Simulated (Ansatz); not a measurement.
Runs of Ansatz 0.2.0 on Si. The structure is cubic, space group Fd-3m (No. 227). The conventional cell has a = 5.444 Å, b = 5.444 Å, c = 5.444 Å, α = 90.00°, β = 90.00°, γ = 90.00°. Around Si (site symmetry -43m) lie 4 Si at 2.36 Å. 

```tsv
task	level	potentials or basis	cell	k mesh	cutoff (eV)	share of exact exchange	screening of exact exchange	basis error allowed	mesh quality	gap on the mesh (eV)	pressure (GPa)	relaxed volume (Å³/atom)
single point	HSE(alpha, omega)	all-electron PAW datasets made for the crystal	as given	4 × 4 × 4	200	0.05	0.2 1/A	-	coarse	0.83	1.6	-
relaxation of cell and atoms	revPBE+D3(BJ)	all-electron LAPW, scalar-relativistic	relaxed	8 × 8 × 8	-	-	-	0.001 eV/atom	not flagged	(b)	0.0	(a)
single point	HSE(alpha, omega)	all-electron PAW datasets made for the crystal	as given	4 × 4 × 4	200	0.4	0.2 1/A	-	coarse	1.76	-0.6	-
single point	HSE(alpha, omega)	all-electron PAW datasets made for the crystal	as given	4 × 4 × 4	200	0.3	0.2 1/A	-	coarse	1.48	0.0	-
relaxation of cell and atoms	revPBE	all-electron LAPW, scalar-relativistic	relaxed	8 × 8 × 8	-	-	-	0.001 eV/atom	not flagged	(d)	0.0	20.72
single point	HSE(alpha, omega)	all-electron PAW datasets made for the crystal	as given	4 × 4 × 4	200	0.2	0.2 1/A	-	coarse	(c)	0.6	-
relaxation of cell and atoms	BLYP	all-electron LAPW, scalar-relativistic	relaxed	8 × 8 × 8	-	-	-	0.001 eV/atom	not flagged	0.91	0.0	21.16
```

Alike in all rows: no spin polarisation; smearing fermi-dirac 0.05 eV.

Estimate the missing entries.

(a) 19.61; (b) 0.62; (c) 1.21; (d) 0.71.

Caveats: some runs use coarse meshes.

A k mesh can miss the band edges.

The runs don't all hold the same shells in valence.
